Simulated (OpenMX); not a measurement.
MnS under changes of volume

One of the cells (17.667 Å³/atom); the others are scaled copies at fixed shape and fractional positions:

```
CELL_PARAMETERS angstrom
0.00000 2.60450 2.60450
2.60450 0.00000 2.60450
2.60450 2.60450 0.00000
ATOMIC_POSITIONS crystal
Mn 0.00000 0.00000 0.00000
S 0.50000 0.50000 0.50000
```

* Program: OpenMX 3.8.5
* Functional: PBE
* Potentials or basis: OpenMX 2013 PBE set, Mn6.0-s3p2d2, S7.0-s2p2d1f1, fixed grid of 36 × 36 × 36 points
* k mesh: 9 × 9 × 9
* Occupations: fermi-dirac, width 0.05 eV
* Spin: collinear spin, ferromagnetic start
* Starting moments: [4.0, 0.0] μB

| volume (Å³/atom) | energy over the lowest point (meV/atom) | moment (μB per cell) |
| --- | --- | --- |
| 16.607 | 5.42 | 4.57 |
| 16.961 | 1.20 | 4.64 |
| 17.314 | 0.00 | 4.69 |
| 17.667 | 1.85 | 4.73 |
| 18.021 | 6.19 | 4.77 |
| 18.374 | 12.89 | 4.81 |
| 18.727 | ? | ? |

What does the run at 18.727 Å³/atom give?

Energy over the lowest point 21.97 meV/atom; moment 4.84 μB per cell.

Worked out: A Birch-Murnaghan fit of order 3 (a polynomial in V^(-2/3)) to the other rows has its minimum at 17.27 Å³/atom with B0 = V·E''(V) = 64 GPa and B' = 3.9. It gives 21.73 meV/atom at 18.727 Å³/atom, against the run's 21.97. A parabola through the other rows of the moment, of slope 0.0646 μB per Å³/atom there, extrapolates to 4.83 μB, against the run's 4.84.

Energies are extrapolated to zero smearing.

Caveats: the basis of atomic orbitals isn't converged, which shifts pressures, moduli and gaps; a cell with one magnetic atom can't hold antiferromagnetic order, which such compounds often take.
